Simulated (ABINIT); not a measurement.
Set up this calculation in ABINIT 10.8.3 (patched build), as the native input.

- Task: band structure
- Functional: RPBE
- Potentials or basis: JTH PAW PBE v2.0
- Cutoff: 463 eV
- k mesh: 9 × 9 × 9
- Occupations: fermi-dirac, width 0.05 eV
- Spin: spin-orbit coupling, no magnetisation
- Fine-grid cutoff: 925.187 eV
- Exchange and correlation inside the PAW spheres: full angular mesh (pawxcdev 0, this build's default; the released program takes 1)

Pb:

```
CELL_PARAMETERS angstrom
0.00000 2.47502 2.47502
2.47502 0.00000 2.47502
2.47502 2.47502 0.00000
ATOMIC_POSITIONS crystal
Pb 0.00000 0.00000 0.00000
```

One way to write it, as run:

run.abi

```
# Datasets: ground state, then fixed potential
ndtset 2

# Pseudopotentials
pp_dirpath "./"
pseudos "Pb.GGA_PBE-JTH.xml"

# Structure
acell 6.6144323282 6.6144323282 6.6144323282
rprim
     0.0000000000     0.7071067812     0.7071067812
     0.7071067812     0.0000000000     0.7071067812
     0.7071067812     0.7071067812     0.0000000000
ntypat 1
znucl 82
natom 1
typat 1
xred
     0.0000000000     0.0000000000     0.0000000000

# Plane-wave basis
ecut 17.0
pawecutdg 34.0

# Exchange and correlation
ixc 15

# Bands and occupations
occopt 3
tsmear 0.00183747

# Spin
nspinor 2
nspden 1
pawspnorb 1

# SCF cycle
nstep 100

# Output
iomode 3
prtwf 0
prteig 0
prtebands 0
enunit 2
prtden1 1

# Dataset 1
kptopt1 4
ngkpt1 9 9 9
nshiftk1 1
shiftk1 0.0 0.0 0.0
nband1 22
tolvrs1 1.0e-9

# Dataset 2: bands along G-X-W-K-G-L-U-W-L-K
iscf2 -2
getden2 1
nband2 30
nbdbuf2 2
tolwfr2 1.0e-12
kptopt2 -9
ndivsm2 8
prteig2 1
kptbounds2
     0.0000000000     0.0000000000     0.0000000000
     0.5000000000     0.0000000000     0.5000000000
     0.5000000000     0.2500000000     0.7500000000
     0.3750000000     0.3750000000     0.7500000000
     0.0000000000     0.0000000000     0.0000000000
     0.5000000000     0.5000000000     0.5000000000
     0.6250000000     0.2500000000     0.6250000000
     0.5000000000     0.2500000000     0.7500000000
     0.5000000000     0.5000000000     0.5000000000
     0.3750000000     0.3750000000     0.7500000000
```

Potentials or basis: JTH PAW PBE v2.0.

The run is started by

```bash
$ abinit run.abi > log 2>&1
```

Results of the run:

| Item | Value |
| --- | --- |
| Band gap on the k mesh | none (metal or under the smearing width) |
| Valence electrons inside the program's atomic spheres | Pb 11.43 (radii [1.2714] Å) |

Wall time 4.3 min on 1 thread of Arm Neoverse V1 (shared host), peak memory 0.18 GiB.
